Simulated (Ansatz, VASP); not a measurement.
**TiAl in VASP and in Ansatz**

```
CELL_PARAMETERS angstrom
3.01800 0.00000 0.00000
0.00000 3.01800 0.00000
0.00000 0.00000 3.01800
ATOMIC_POSITIONS crystal
Ti 0.50000 0.50000 0.50000
Al 0.00000 0.00000 0.00000
```

Alike in both runs: task single point; functional LDA; k mesh 8 × 8 × 8; occupations gaussian, width 0.2 eV; no spin polarisation.

```csv
,VASP,Ansatz
version,VASP 6.6.1,Ansatz 0.2.0
potentials or method,"VASP PAW LDA potentials, release 64 (Ti_sv, Al)","plane waves, PAW"
plane-wave cutoff (eV),520,420
valence electrons in the cell,15,15
```

```csv
,VASP,Ansatz,Ansatz less VASP
pressure (GPa),16.4,16.2,-0.14
```

Caveats: so large a pressure means that the cell lies far from this level's equilibrium, or that cutoff or potentials fall short (VASP).
